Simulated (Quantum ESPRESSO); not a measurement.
# W (Im-3m) in Quantum ESPRESSO: further runs

One crystal, W, is run at these levels: r2SCAN+D3(BJ); tasks: single point, equation of state.

All numbers are computed with Quantum ESPRESSO 7.5; they aren't measurements. Logs are shortened: lines on timing, memory, paths and dates and some standing lists are left out, and cuts for length are marked.

**1. Starting point**

The structure is cubic, space group Im-3m (No. 229). The conventional cell has a = 3.165 Å, b = 3.165 Å, c = 3.165 Å, α = 90.00°, β = 90.00°, γ = 90.00°. W (site symmetry m-3m) has 8 W at 2.74 Å as nearest neighbours.

**2. Single point, r2SCAN+D3(BJ), 14.90 Å³/atom**

The input, pw.in:

```
&CONTROL
  calculation = 'scf'
  prefix = 'pwscf'
  outdir = './tmp'
  pseudo_dir = './pseudo'
  tprnfor = .true.
  tstress = .true.
  disk_io = 'nowf'
/
&SYSTEM
  ibrav = 0
  nat = 1
  ntyp = 1
  ecutwfc = 75
  nbnd = 21
  input_dft = 'r2scan'
  occupations = 'smearing'
  smearing = 'fd'
  degauss = 0.00367493
  vdw_corr = 'grimme-d3'
  dftd3_version = 4
  nosym = .true.
  nr1 = 32
  nr2 = 32
  nr3 = 32
/
&ELECTRONS
  conv_thr = 1d-08
  electron_maxstep = 120
  mixing_beta = 0.5
/
ATOMIC_SPECIES
W    183.8400 W_ONCV_PBE-1.2.upf
CELL_PARAMETERS angstrom
  -1.5500431812    1.5500431812    1.5500431812
   1.5500431812   -1.5500431812    1.5500431812
   1.5500431812    1.5500431812   -1.5500431812
ATOMIC_POSITIONS crystal
W      0.0000000000    0.0000000000    0.0000000000
K_POINTS automatic
9 9 9 0 0 0
```

Potentials or basis: SG15 PBE 1.2.

Command:

```bash
> OMP_NUM_THREADS=1 mpirun -n 2 pw.x -nk 2 -in pw.in > pw.out
```

pw.out:

```text
This program is part of the open-source Quantum ESPRESSO suite
     for quantum simulation of materials; please cite
         "P. Giannozzi et al., J. Phys.:Condens. Matter 21 395502 (2009);
         "P. Giannozzi et al., J. Phys.:Condens. Matter 29 465901 (2017);
         "P. Giannozzi et al., J. Chem. Phys. 152 154105 (2020);
     in publications or presentations arising from this work. More details at

     IMPORTANT: XC functional enforced from input :
     Exchange-correlation= R2SCAN
                           (   0   0   0   0   0 497 498)
     Any further DFT definition will be discarded
     Please, verify this is what you really want

     K-points division:     npool     =       2
     Subspace diagonalization in iterative solution of the eigenvalue problem:
     a serial algorithm will be used

     G-vector sticks info
     --------------------
     sticks:   dense  smooth     PW     G-vecs:    dense   smooth      PW
     Sum         571     571    205                 8781     8781    1865

     Using Slab Decomposition

     bravais-lattice index     =            0
     lattice parameter (alat)  =       5.0734  a.u.
     unit-cell volume          =     100.5282 (a.u.)^3
     number of atoms/cell      =            1
     number of atomic types    =            1
     number of electrons       =        28.00
     number of Kohn-Sham states=           21
     kinetic-energy cutoff     =      75.0000  Ry
     charge density cutoff     =     300.0000  Ry
     scf convergence threshold =      1.0E-08
     mixing beta               =       0.5000
     number of iterations used =            8  plain     mixing
     Exchange-correlation= R2SCAN
                           (   0   0   0   0   0 497 498)

     celldm(1)=   5.073449  celldm(2)=   0.000000  celldm(3)=   0.000000
     celldm(4)=   0.000000  celldm(5)=   0.000000  celldm(6)=   0.000000

     crystal axes: (cart. coord. in units of alat)
               a(1) = (  -0.577350   0.577350   0.577350 )
               a(2) = (   0.577350  -0.577350   0.577350 )
               a(3) = (   0.577350   0.577350  -0.577350 )

     reciprocal axes: (cart. coord. in units 2 pi/alat)
               b(1) = ( -0.000000  0.866025  0.866025 )
               b(2) = (  0.866025 -0.000000  0.866025 )
               b(3) = (  0.866025  0.866025  0.000000 )

     PseudoPot. # 1 for W  read from file:
     W_ONCV_PBE-1.2.upf
     Pseudo is Norm-conserving, Zval = 28.0
     Generated using ONCVPSP code by D. R. Hamann
     Using radial grid of  602 points,  8 beta functions with:
                l(1) =   0
                l(2) =   0
                l(3) =   1
                l(4) =   1
                l(5) =   2
                l(6) =   2
                l(7) =   3
                l(8) =   3

     atomic species   valence    mass     pseudopotential
     W                28.00   183.84000     W ( 1.00)

     No symmetry found

   Cartesian axes

     site n.     atom                  positions (alat units)
         1        W      tau(   1) = (   0.0000000   0.0000000   0.0000000  )

     --------------------------------------------
     DFT-D3 Dispersion Correction (3-body terms):
     --------------------------------------------
       Reference C6 values for interpolation:

         atom   Coordination number   C6
         W          0.000          1628.72
         W          1.929          1086.81
         W         10.915           796.19

       Values used:

         atom   Coordination number  R0_AB[au]  C6      C8
         W         12.408            3.766    796.19 128250.55

         Molecular C6 ( Ry / a.u.^6 ) =       796.19

     number of k points=   365  Fermi-Dirac smearing, width (Ry)=  0.0037

     Number of k-points >= 100: set verbosity='high' to print them.

     Dense  grid:     8781 G-vectors     FFT dimensions: (  32,  32,  32)

     WARNING: libxc functional with ID  497 depends
      on external parameters: check the user_guide of
      QE if you need to modify them or to check their
      default values.

     WARNING: libxc functional with ID  498 depends
      on external parameters: check the user_guide of
      QE if you need to modify them or to check their
      default values.

     Initial potential from superposition of free atoms

     starting charge      27.9330, renormalised to      28.0000
     Starting wfcs are random

     Self-consistent Calculation

     iteration #  1     ecut=    75.00 Ry     beta= 0.50
     Davidson diagonalization with overlap
     ethr =  1.00E-02,  avg # of iterations =  8.2

     total energy              =    -542.59371893 Ry
     estimated scf accuracy    <      48.21043038 Ry

     iteration #  2     ecut=    75.00 Ry     beta= 0.50
     Davidson diagonalization with overlap
     ethr =  1.00E-02,  avg # of iterations =  1.0

     total energy              =    -542.81386177 Ry
     estimated scf accuracy    <      14.29913087 Ry

     iteration #  3     ecut=    75.00 Ry     beta= 0.50
     Davidson diagonalization with overlap
     ethr =  1.00E-02,  avg # of iterations =  1.0

     total energy              =    -542.82335038 Ry
     estimated scf accuracy    <       0.05548110 Ry

     iteration #  4     ecut=    75.00 Ry     beta= 0.50
     Davidson diagonalization with overlap
     ethr =  1.98E-04,  avg # of iterations =  1.1

     total energy              =    -542.82384314 Ry
     estimated scf accuracy    <       0.00156944 Ry

     iteration #  5     ecut=    75.00 Ry     beta= 0.50
     Davidson diagonalization with overlap
     ethr =  5.61E-06,  avg # of iterations =  2.5

     total energy              =    -542.82386331 Ry
     estimated scf accuracy    <       0.00010122 Ry

     iteration #  6     ecut=    75.00 Ry     beta= 0.50
     Davidson diagonalization with overlap
     ethr =  3.61E-07,  avg # of iterations =  1.1

     total energy              =    -542.82386801 Ry
     estimated scf accuracy    <       0.00003250 Ry

     iteration #  7     ecut=    75.00 Ry     beta= 0.50
     Davidson diagonalization with overlap
     ethr =  1.16E-07,  avg # of iterations =  1.0

     total energy              =    -542.82386828 Ry
     estimated scf accuracy    <       0.00000043 Ry

     iteration #  8     ecut=    75.00 Ry     beta= 0.50
     Davidson diagonalization with overlap
     ethr =  1.52E-09,  avg # of iterations =  1.9

     total energy              =    -542.82386830 Ry
     estimated scf accuracy    <       0.00000002 Ry

     iteration #  9     ecut=    75.00 Ry     beta= 0.50
     Davidson diagonalization with overlap
     ethr =  6.98E-11,  avg # of iterations =  1.9

     End of self-consistent calculation

     Number of k-points >= 100: set verbosity='high' to print the bands.

     the Fermi energy is    37.3314 ev

!    total energy              =    -542.82386830 Ry
     estimated scf accuracy    <          8.5E-09 Ry
     smearing contrib. (-TS)   =      -0.00058245 Ry
     internal energy E=F+TS    =    -542.82328585 Ry

     The total energy is F=E-TS. E is the sum of the following terms:
     one-electron contribution =    -104.25734583 Ry
     hartree contribution      =      90.12270610 Ry
     xc contribution           =     -41.64206442 Ry
     ewald contribution        =    -487.02731418 Ry
     DFT-D3 Dispersion         =      -0.01926753 Ry

     convergence has been achieved in   9 iterations

     Forces acting on atoms (cartesian axes, Ry/au):

     atom    1 type  1   force =     0.00000000    0.00000000    0.00000000

     Total force =     0.000000     Total SCF correction =     0.000013

     Computing stress (Cartesian axis) and pressure

          total   stress  (Ry/bohr**3)                   (kbar)     P=       65.19
   0.00044313  -0.00000000   0.00000000           65.19       -0.00        0.00
  -0.00000000   0.00044313   0.00000000           -0.00       65.19        0.00
   0.00000000   0.00000000   0.00044313            0.00        0.00       65.19

=------------------------------------------------------------------------------=
   JOB DONE.
=------------------------------------------------------------------------------=
```

It took 2.7 min on 2 MPI ranks of Arm Neoverse V1, shared host; peak memory 0.26 GiB.

What came out:

```yaml
Free_energy: -7385.4950 eV
Pressure: 6.5 GPa
Band_gap_on_the_k_mesh: none (metal or under the smearing width)
```

Caveat: the k mesh is coarse; the potentials were made for another functional, which shifts forces and pressure; pairwise dispersion overbinds metals, which lowers pressure and volume.

**3. Single point, r2SCAN+D3(BJ), 15.21 Å³/atom**

pw.in: that of step 2 with these lines changed.

```diff
@@ -34,5 +34,5 @@
 CELL_PARAMETERS angstrom
-  -1.5500431812    1.5500431812    1.5500431812
-   1.5500431812   -1.5500431812    1.5500431812
-   1.5500431812    1.5500431812   -1.5500431812
+  -1.5609593379    1.5609593379    1.5609593379
+   1.5609593379   -1.5609593379    1.5609593379
+   1.5609593379    1.5609593379   -1.5609593379
 ATOMIC_POSITIONS crystal
```

Potentials or basis: SG15 PBE 1.2.

Command:

```bash
> OMP_NUM_THREADS=1 mpirun -n 2 pw.x -nk 2 -in pw.in > pw.out
```

Wall time 3 min (2 MPI ranks of Arm Neoverse V1, shared host); peak memory 0.26 GiB.

It converged, with:

```
Free energy            : -7385.5006 eV
Pressure               : -0.8 GPa
Band gap on the k mesh : none (metal or under the smearing width)
```

Caveat: the k mesh is coarse; the potentials were made for another functional, which shifts forces and pressure; pairwise dispersion overbinds metals, which lowers pressure and volume.

**4. Single point, r2SCAN+D3(BJ), 15.53 Å³/atom**

pw.in: that of step 3 with these lines changed.

```diff
@@ -34,5 +34,5 @@
 CELL_PARAMETERS angstrom
-  -1.5609593379    1.5609593379    1.5609593379
-   1.5609593379   -1.5609593379    1.5609593379
-   1.5609593379    1.5609593379   -1.5609593379
+  -1.5717249149    1.5717249149    1.5717249149
+   1.5717249149   -1.5717249149    1.5717249149
+   1.5717249149    1.5717249149   -1.5717249149
 ATOMIC_POSITIONS crystal
```

Command:

```bash
> OMP_NUM_THREADS=1 mpirun -n 2 pw.x -nk 2 -in pw.in > pw.out
```

It took 3 min on 2 MPI ranks of Arm Neoverse V1, shared host; peak memory 0.26 GiB.

Results (log left out):

```
Free energy            : -7385.4924 eV
Pressure               : -7.4 GPa
Band gap on the k mesh : none (metal or under the smearing width)
```

Caveat: the k mesh is coarse; the potentials were made for another functional, which shifts forces and pressure; pairwise dispersion overbinds metals, which lowers pressure and volume.

**5. Single point, r2SCAN+D3(BJ), 15.85 Å³/atom**

pw.in: that of step 4 with these lines changed.

```diff
@@ -34,5 +34,5 @@
 CELL_PARAMETERS angstrom
-  -1.5717249149    1.5717249149    1.5717249149
-   1.5717249149   -1.5717249149    1.5717249149
-   1.5717249149    1.5717249149   -1.5717249149
+  -1.5823450000    1.5823450000    1.5823450000
+   1.5823450000   -1.5823450000    1.5823450000
+   1.5823450000    1.5823450000   -1.5823450000
 ATOMIC_POSITIONS crystal
```

Command:

```bash
> OMP_NUM_THREADS=1 mpirun -n 2 pw.x -nk 2 -in pw.in > pw.out
```

Wall time 2.8 min (2 MPI ranks of Arm Neoverse V1, shared host); peak memory 0.26 GiB.

It converged, with:

```
Free energy            : -7385.4719 eV
Pressure               : -13.4 GPa
Band gap on the k mesh : none (metal or under the smearing width)
```

Caveat: the k mesh is coarse; the potentials were made for another functional, which shifts forces and pressure; pairwise dispersion overbinds metals, which lowers pressure and volume.

**6. Single point, r2SCAN+D3(BJ), 16.16 Å³/atom**

pw.in: that of step 5 with these lines changed.

```diff
@@ -34,5 +34,5 @@
 CELL_PARAMETERS angstrom
-  -1.5823450000    1.5823450000    1.5823450000
-   1.5823450000   -1.5823450000    1.5823450000
-   1.5823450000    1.5823450000   -1.5823450000
+  -1.5928244114    1.5928244114    1.5928244114
+   1.5928244114   -1.5928244114    1.5928244114
+   1.5928244114    1.5928244114   -1.5928244114
 ATOMIC_POSITIONS crystal
```

Potentials or basis: SG15 PBE 1.2.

Command:

```bash
> OMP_NUM_THREADS=1 mpirun -n 2 pw.x -nk 2 -in pw.in > pw.out
```

Wall time 2.8 min (2 MPI ranks of Arm Neoverse V1, shared host); peak memory 0.26 GiB.

The run converged. Its results:

```
Free energy            : -7385.4401 eV
Pressure               : -18.7 GPa
Band gap on the k mesh : none (metal or under the smearing width)
```

Caveat: the k mesh is coarse; the potentials were made for another functional, which shifts forces and pressure; pairwise dispersion overbinds metals, which lowers pressure and volume.

**7. Single point, r2SCAN+D3(BJ), 16.48 Å³/atom**

pw.in: that of step 6 with these lines changed.

```diff
@@ -34,5 +34,5 @@
 CELL_PARAMETERS angstrom
-  -1.5928244114    1.5928244114    1.5928244114
-   1.5928244114   -1.5928244114    1.5928244114
-   1.5928244114    1.5928244114   -1.5928244114
+  -1.6031677168    1.6031677168    1.6031677168
+   1.6031677168   -1.6031677168    1.6031677168
+   1.6031677168    1.6031677168   -1.6031677168
 ATOMIC_POSITIONS crystal
```

Command:

```bash
> OMP_NUM_THREADS=1 mpirun -n 2 pw.x -nk 2 -in pw.in > pw.out
```

Run time: 2.5 min. Hardware: 2 MPI ranks of Arm Neoverse V1, shared host; peak memory 0.26 GiB.

The run converged. Its results:

```
Free energy            : -7385.3983 eV
Pressure               : -23.5 GPa
Band gap on the k mesh : none (metal or under the smearing width)
```

Caveat: the k mesh is coarse; the potentials were made for another functional, which shifts forces and pressure; pairwise dispersion overbinds metals, which lowers pressure and volume.

**8. Single point, r2SCAN+D3(BJ), 16.80 Å³/atom**

pw.in: that of step 7 with these lines changed.

```diff
@@ -34,5 +34,5 @@
 CELL_PARAMETERS angstrom
-  -1.6031677168    1.6031677168    1.6031677168
-   1.6031677168   -1.6031677168    1.6031677168
-   1.6031677168    1.6031677168   -1.6031677168
+  -1.6133792515    1.6133792515    1.6133792515
+   1.6133792515   -1.6133792515    1.6133792515
+   1.6133792515    1.6133792515   -1.6133792515
 ATOMIC_POSITIONS crystal
```

Command:

```bash
> OMP_NUM_THREADS=1 mpirun -n 2 pw.x -nk 2 -in pw.in > pw.out
```

Run time: 2.8 min. Hardware: 2 MPI ranks of Arm Neoverse V1, shared host; peak memory 0.26 GiB.

It converged, with:

- Free energy: -7385.3477 eV
- Pressure: -27.7 GPa
- Band gap on the k mesh: none (metal or under the smearing width)

Caveat: the k mesh is coarse; the potentials were made for another functional, which shifts forces and pressure; pairwise dispersion overbinds metals, which lowers pressure and volume.

**9. Equation of state, r2SCAN+D3(BJ)**

Potentials or basis: SG15 PBE 1.2.

This step only gathers the single runs of the series.

What came out:

```yaml
Equilibrium_volume: 15.18 Å³/atom
Bulk_modulus: 339 GPa
Pressure_derivative_of_the_bulk_modulus: 4.2
```

Energy against volume, from the lowest point:
```tsv
volume (Å³/atom)	energy (meV/atom)
14.897	5.65
15.214	0.00
15.531	8.21
15.848	28.75
16.165	60.54
16.482	102.28
16.798	152.93
```

Caveat: the k mesh is coarse; the potentials were made for another functional, which shifts forces and pressure. The run has no spin-orbit coupling, so splittings on W are missing.
